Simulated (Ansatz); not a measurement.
# Au: equation of state with HSE06

Crystal: Au.

```xyz
1
Lattice="-1.6573 1.6573 1.6573 1.6573 -1.6573 1.6573 1.6573 1.6573 -1.6573" Properties=species:S:1:pos:R:3 pbc="T T T"
Au    0.0000    0.0000    0.0000
```

This isn't the form of Au at room conditions, which is fcc.

```
Program             : Ansatz 0.2.0
Task                : equation of state
Functional          : HSE06
Potentials or basis : Ansatz PAW
Cutoff              : 420 eV
Density cutoff      : 1680 eV
k mesh              : 6 × 6 × 6
Occupations         : fermi-dirac, width 0.05 eV
Spin                : no spin polarisation
```

The equilibrium volume is 17.66 Å³/atom, the bulk modulus is 144 GPa and the pressure derivative of the bulk modulus is 5.7.

Energy against volume, from the lowest point:
| volume (Å³/atom) | energy (meV/atom) |
| --- | --- |
| 17.115 | 7.26 |
| 17.479 | 0.00 |
| 17.843 | 0.05 |
| 18.207 | 6.31 |
| 18.571 | 18.02 |
| 18.935 | 34.55 |
| 19.299 | 55.18 |

All runs of the series together: 100 s on 2 threads of AMD EPYC 7R13 Processor (Zen 3) (shared host).

Caveat: the k mesh is coarse (spacing up to 0.45 Å⁻¹), so the values aren't converged, least of all with exact exchange; the PAW data sets were made with another functional, which shifts forces and pressure a little. Spin-orbit coupling is left out, which matters for the levels of Au.
